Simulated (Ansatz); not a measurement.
HfC:

```
CELL_PARAMETERS angstrom
3.34287 0.00000 0.00000
-1.67143 2.89501 0.00000
0.00000 0.00000 5.20271
ATOMIC_POSITIONS crystal
Hf 0.33333 0.66667 0.25000
Hf 0.66667 0.33333 0.75000
C 0.00000 0.00000 0.50000
C 0.00000 0.00000 0.00000
```

The cell comes from a database or a generator and needn't be the stable form of this composition.

Base run:

| Item | Value |
| --- | --- |
| Program | Ansatz 0.2.0 |
| Functional | PBEsol |
| Potentials or basis | Ansatz PAW |
| Cutoff | 420 eV |
| Density cutoff | 1680 eV |
| k mesh | 9 × 9 × 5 |
| Occupations | fermi-dirac, width 0.05 eV |
| Spin | spin-orbit coupling, no magnetisation |

Its results: band gap on the k mesh none (metal or under the smearing width); pressure -7.9 GPa.

Q: The run is repeated on the same cell with these changes: spin from spin-orbit coupling, no magnetisation to no spin polarisation; potential files from those of the base run to others of the same set. What comes out?

A: Band gap on the k mesh none (metal or under the smearing width); pressure -7.4 GPa.

Caveats: the PAW data sets come from PBE, with cores solved anew for the run's functional, which leaves a small shift of forces and pressure.

Not every run made on this cell is shown here.
